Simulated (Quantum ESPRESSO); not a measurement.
Ni:

```
Ni
1.0
     0.00000    1.73757    1.73757
     1.73757    0.00000    1.73757
     1.73757    1.73757    0.00000
Ni
1
Direct
  0.00000 0.00000 0.00000
```

* Program: Quantum ESPRESSO 7.5
* Task: phonon dispersion
* Functional: PBE
* Potentials or basis: GBRV 1.5 PBE
* Cutoff: 612 eV
* Density cutoff: 4898 eV
* k mesh: 12 × 12 × 12
* Occupations: methfessel-paxton, width 0.2 eV
* Spin: collinear spin, ferromagnetic start
* Starting moments: [1.0] μB
* Mixing beta: 0.3
* Most SCF iterations: 120
* SCF threshold: 2e-10 Ry
* q mesh: 2 × 2 × 2

The cell and the atoms were relaxed first, to 10.87 Å³/atom (a = 2.486 Å, b = 2.486 Å, c = 2.486 Å, α = 60.00°, β = 60.00°, γ = 60.00°), and the response was taken there.

Is this structure dynamically stable at this level, and how far does the spectrum reach?

Yes, as far as this q mesh shows: no mode on the path is imaginary. The highest frequency is 296 cm⁻¹.

Phonon frequencies at the corners of the path (cm⁻¹, interpolated; i marks imaginary ones):
| point | frequencies |
| --- | --- |
| Γ | 0 0 0 |
| X | 211 211 288 |
| W | 212 253 253 |
| K | 195 244 268 |
| L | 150 150 296 |
| U | 195 244 268 |

Harmonic thermodynamics per atom at this volume (zero-point energy 37.5 meV, Debye temperature from the second moment 388 K):
```
 T (K)  free energy (meV)  entropy (k_B)  heat capacity Cv (k_B)
    50               37.4           0.14                    0.45
   100               35.4           0.82                    1.58
   200               21.8           2.27                    2.51
298.15               -2.1           3.33                    2.76
   500              -73.8           4.80                    2.91
   800             -217.1           6.18                    2.97
```

Phonon states per cell in windows of 20 cm⁻¹ (negative: imaginary):
| from (cm⁻¹) | total |
| --- | --- |
| 0 | 0.00 |
| 20 | 0.00 |
| 40 | 0.01 |
| 60 | 0.03 |
| 80 | 0.06 |
| 100 | 0.09 |
| 120 | 0.16 |
| 140 | 0.30 |
| 160 | 0.39 |
| 180 | 0.43 |
| 200 | 0.38 |
| 220 | 0.27 |
| 240 | 0.20 |
| 260 | 0.54 |
| 280 | 0.12 |

A q mesh this small can miss soft modes between its points.

Caveat: the mesh is thin for the phonons of a metal; the q mesh is small, so phonon branches between its points and thermal values are rough.
